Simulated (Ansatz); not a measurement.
**Compressing ZrO2: a fit and a missing row**

ZrO2, Fm-3m, a = 5.089 Å. This isn't the usual stable structure of the compound. Ansatz: r2SCAN, PAW, 500 eV, Γ-centred 8×8×8 mesh on 3 atoms, Gaussian smearing 0.02 eV; no spin polarisation. Symmetry fixes shape and atoms, so the cell is only scaled; pressure is positive in compression.

| V (Å³/atom) | P (GPa) |
| --- | --- |
| 9.667 | 42.77 |
| 9.997 | ? |
| 10.327 | 18.06 |
| 10.656 | 8.32 |
| 10.986 | -0.02 |
| 11.315 | -7.16 |
| 11.645 | -13.28 |
| 12.084 | -20.09 |

**Question.** Take V0 = 10.986 Å³/atom, count pressures from its P0 = -0.02 GPa, fit the third-order Birch–Murnaghan form to the other rows, and predict the missing pressure.

**Answer.** With the Eulerian strain f = ½[(V0/V)^(2/3) − 1] and y = (P − P0)/[3f(1 + 2f)^(5/2)], the form is the line y = B0 + 1.5 B0 (B0′ − 4) f. Rows (f, y): 0.04451, 258.9; 0.02105, 258.3; 0.01027, 257.3; -0.00974, 256.7; -0.01905, 255.7; -0.03077, 254.8. Means f = 0.002712, y = 256.95; Σ(Δf)² = 0.003890, ΣΔfΔy = 0.2112; the slope is their ratio. y = 256.8 + 54.29 f GPa, so B0 = 256.8 GPa and B0′ = 4 + 2 × (54.29)/(3 × 256.8) = 4.14. At V = 9.997, f = 0.03246, y = 258.56 and P = 29.45 GPa. The run gave 29.45 GPa, the same to the digits shown.